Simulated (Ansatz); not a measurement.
Method: Ansatz, DFT PBE, scalar-relativistic, plane waves, PAW. Settings: cutoff 420 eV, Γ-centred meshes spaced at most about 0.3 Å⁻¹, and about 0.25 Å⁻¹ or finer for metals (2π included), Gaussian smearing. No spin polarisation.

Each guess is relaxed in cell and atoms at zero pressure, on a coarse mesh first where it starts far from rest and then on a converged one. The steps can't lower the symmetry of the start, but it can rise. Energies are static (0 K, no zero-point motion).

Two unrelaxed guesses for TaH5:

Guess 1.

Space group R3m:H (No. 160). a = 5.050 Å, b = 5.050 Å, c = 9.077 Å, α = 90.00°, β = 90.00°, γ = 120.00°
```
atom  site  symmetry       x       y       z
  Ta    3a        3m  0.3333  0.6667  0.3717
   H    9b        .m  0.4114  0.5886  0.0324
   H    3a        3m  0.3333  0.6667  0.9081
   H    3a        3m  0.3333  0.6667  0.7972
```

Guess 2.

Space group P6/mmm (No. 191). a = 4.290 Å, b = 4.290 Å, c = 3.407 Å, α = 90.00°, β = 90.00°, γ = 120.00°
| atom | site | symmetry | x | y | z |
| --- | --- | --- | --- | --- | --- |
| Ta | 1a | 6/mmm | 0.0000 | 0.0000 | 0.0000 |
| H | 3g | mmm | 0.0000 | 0.5000 | 0.5000 |
| H | 2c | -6m2 | 0.3333 | 0.6667 | 0.0000 |

Question: Where do they end, and which end is lower?

Answer: Guess 1 ends lower, by 11 meV/atom. Guess 1: R3m at 11.1 Å³/atom → R3m at 7.6 Å³/atom; Guess 2: P6/mmm at 9.1 Å³/atom → P6/mmm (CaCu5 type) at 5.1 Å³/atom. Counting H atoms around Ta (those within 1.25 times the shortest such distance or 1.15 times the sum of covalent radii; a plus sign parts nearer from farther groups), the end of guess 1 has Ta 7 and the end of guess 2 has Ta 6+12. The end of guess 1 holds H–H pairs as short as in free H₂ molecules (shortest 0.80 Å); in the end of guess 2 the shortest H–H distance is 1.71 Å. End of guess 1. Conventional cell: a = 5.080 Å, c = 6.084 Å. Ta is surrounded by 7 H at 1.85–1.94 Å; around H on a site of symmetry m lie 2 Ta at 1.85–1.89 Å, 2 H at 2.03 Å and 2 H at 2.20–2.25 Å; around H on a site of symmetry 3m lie 1 H at 0.80 Å and 3 H at 2.20 Å; 1 more site not described. End of guess 2. Conventional cell: a = 3.428 Å, c = 2.996 Å. Ta is surrounded by 6 H at 1.98 Å, 12 H at 2.28 Å and 2 Ta at 3.00 Å; around H on a site of symmetry mmm lie 8 H at 1.71–1.80 Å (long contacts); H on a site of symmetry -6m2 has 6 H at 1.80 Å, 3 H at 1.98 Å and 3 Ta at 1.98 Å.

Ends held by symmetry can be saddle points. Neither end is the lowest form computed: that has Ta and H ordered on hcp sites, space group P-62m (No. 189) and lies 290 meV/atom below the better end. Even the lowest of the cells shown lies +0.43 eV/atom against the elements. For metals, differences of a few meV/atom aren't resolved. These runs have no spin–orbit coupling, which can matter for Ta. With hydrogen, zero-point motion can shift such differences by 10 meV/atom or more. Some types were kept out of the candidates beforehand, so the set may lack a known form.
